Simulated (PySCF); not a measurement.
A run of PySCF 2.14.0 is set up as follows.

run.py

```python
import json
import numpy as np
from pyscf.pbc import gto, scf, dft, df

cell = gto.Cell()
cell.basis = 'DZVP-MOLOPT-SR-GTH-q5'
cell.pseudo = 'GTH-PBE-q5'
cell.fromfile('As.cif')
cell.ke_cutoff = 50  # hartree
cell.exp_to_discard = 0.02
cell.precision = 1e-08
cell.space_group_symmetry = True
cell.symmorphic = False
cell.max_memory = 5880  # MB
cell.verbose = 4
cell.build()

res = {}
kpts = cell.make_kpts([7, 7, 7], space_group_symmetry=True, time_reversal_symmetry=True)
cell.space_group_symmetry = False  # the mesh holds the operations; no search on the supercells of the integral code
mf = dft.KRKS(cell, kpts, xc='r2scan')
mf = mf.multigrid_numint()
mf = mf.smearing(sigma=0.00183747, method='fermi')  # hartree
mf.conv_tol = 1e-07
mf.max_cycle = 60

mf.kernel()
res.update(converged=bool(mf.converged), e_tot=mf.e_tot, nelec=cell.nelectron, nao=cell.nao, mesh=list(map(int, cell.mesh)), a=cell.lattice_vectors().tolist(), coords=cell.atom_coords().tolist(),
           mo_energy=[np.real(x).tolist() for x in mf.mo_energy], mo_occ=[np.real(x).tolist() for x in mf.mo_occ])
res.update(e_free=mf.e_free, e_zero=mf.e_zero)
res.update(kpts=kpts.kpts_scaled_ibz.tolist(), weights=kpts.weights_ibz.tolist())
res['parts'] = {k: float(np.real(v)) for k, v in mf.scf_summary.items() if np.isscalar(v)}
json.dump(res, open('results.json', 'w'))
if not mf.converged:
    raise SystemExit('SCF not converged')

print('levels (eV)')
for i, kp in enumerate(res['kpts'][:40]):
    print('k %7.4f %7.4f %7.4f  ' % tuple(kp), ' '.join('%.3f' % (x * 27.211386) for x in res['mo_energy'][i][:10]))

mf = mf.to_khf()  # unfold to the whole mesh
kpts = mf.kpts
# Mulliken populations
dm, s = np.asarray(mf.make_rdm1()), np.asarray(mf.get_ovlp())
sites = cell.aoslice_by_atom()[:, 2:]
tot = np.einsum('kij,kji->i', dm, s).real / len(kpts)
res['mulliken'] = [cell.atom_charge(i) - tot[a0:a1].sum() for i, (a0, a1) in enumerate(sites)]
print('Mulliken charges', np.round(res['mulliken'], 5))

scaled = np.array([[0.0, 0.0, 0.0], [0.1, 0.0, 0.0], [0.2, 0.0, 0.0], [0.3, 0.0, 0.0], [0.4, 0.0, 0.0], [0.5, 0.0, 0.0], [0.5, 0.076775, -0.076775], [0.5, 0.15355, -0.15355], [0.5, 0.230325, -0.230325], [0.769675, 0.5, 0.230325], [0.702257, 0.5, 0.297743], [0.634838, 0.5, 0.365162], [0.567419, 0.5, 0.432581], [0.5, 0.5, 0.5], [0.4, 0.4, 0.4], [0.3, 0.3, 0.3], [0.2, 0.2, 0.2], [0.1, 0.1, 0.1], [0.0, 0.0, 0.0], [0.052166, 0.0, -0.052166], [0.104332, 0.0, -0.104332], [0.156498, 0.0, -0.156498], [0.208664, 0.0, -0.208664], [0.26083, 0.0, -0.26083], [0.312996, 0.0, -0.312996], [0.365162, 0.0, -0.365162], [0.634838, 0.365162, 0.0], [0.567419, 0.432581, 0.0], [0.5, 0.5, 0.0], [0.634838, 0.634838, 0.230325], [0.60787, 0.60787, 0.28426], [0.580903, 0.580903, 0.338195], [0.553935, 0.553935, 0.39213], [0.526968, 0.526968, 0.446065], [0.5, 0.5, 0.5], [0.5, 0.0, 0.0], [0.567419, 0.091291, 0.091291], [0.634838, 0.182581, 0.182581], [0.702257, 0.273872, 0.273872], [0.769675, 0.365162, 0.365162]])  # GLB1,BZGX,QFP1Z,LP
e_kn = mf.get_bands(cell.get_abs_kpts(scaled))[0]
res.update(band_k=np.asarray(scaled).tolist(), bands=np.asarray(e_kn).real.tolist())
for kp, e in zip(scaled, np.asarray(e_kn).real):
    print('k %7.4f %7.4f %7.4f  ' % tuple(kp), ' '.join('%8.3f' % (x * 27.211386) for x in e[:11]))
res['done'] = True
json.dump(res, open('results.json', 'w'))
```

Contents of As.cif:

```cif
data_As
_cell_length_a 4.13100000
_cell_length_b 4.13100000
_cell_length_c 4.13100000
_cell_angle_alpha 54.16700000
_cell_angle_beta 54.16700000
_cell_angle_gamma 54.16700000
_space_group_name_H-M_alt 'P1'
_space_group_name_Hall 'P 1'
_space_group_IT_number 1
loop_
_space_group_symop_operation_xyz
'x,y,z'
loop_
_atom_site_label
_atom_site_type_symbol
_atom_site_symmetry_multiplicity
_atom_site_Wyckoff_symbol
_atom_site_fract_x
_atom_site_fract_y
_atom_site_fract_z
_atom_site_occupancy
As1 As 1 a 0.2260000000 0.2260000000 0.2260000000 1
As2 As 1 a 0.7740000000 0.7740000000 0.7740000000 1
```

Potentials or basis: DZVP-MOLOPT-SR/GTH-PBE (potentials made for PBE).

Command:

```bash
$ OMP_NUM_THREADS=4 python -u run.py > log
```

Q: Estimate the band gap on the k mesh.

A: None (metal or under the smearing width).

Levels at the corners of the path, in eV from the Fermi level:
```tsv
point	band 2	band 3	band 4	band 5	band 6	band 7	band 8	band 9
Γ	-6.19	-2.64	-2.32	-2.32	1.58	2.95	2.95	7.74
L	-11.83	-3.23	-3.13	-0.52	-0.32	0.42	1.38	10.18
B1	-11.33	-6.33	-5.78	-1.63	1.31	5.65	5.86	7.76
B	-11.33	-6.33	-5.78	-1.63	1.31	5.65	5.86	7.76
Z	-10.60	-2.07	-2.07	-0.62	0.67	0.67	1.91	10.10
Γ	-6.19	-2.64	-2.32	-2.32	1.58	2.95	2.95	7.74
X	-11.59	-6.61	-3.88	-3.85	3.41	3.44	6.14	6.68
Q	-11.59	-6.61	-3.88	-3.85	3.41	3.44	6.14	6.68
F	-10.41	-6.38	-4.54	-4.53	1.66	5.71	7.69	8.04
P1	-10.82	-6.56	-4.14	-3.28	2.38	3.97	6.72	7.76
Z	-10.60	-2.07	-2.07	-0.62	0.67	0.67	1.91	10.10
L	-11.83	-3.23	-3.13	-0.52	-0.32	0.42	1.38	10.18
P	-10.82	-6.56	-4.14	-3.28	2.38	3.97	6.72	7.76
```

Caveat: the basis of atomic orbitals isn't converged, which shifts pressures, moduli and gaps.
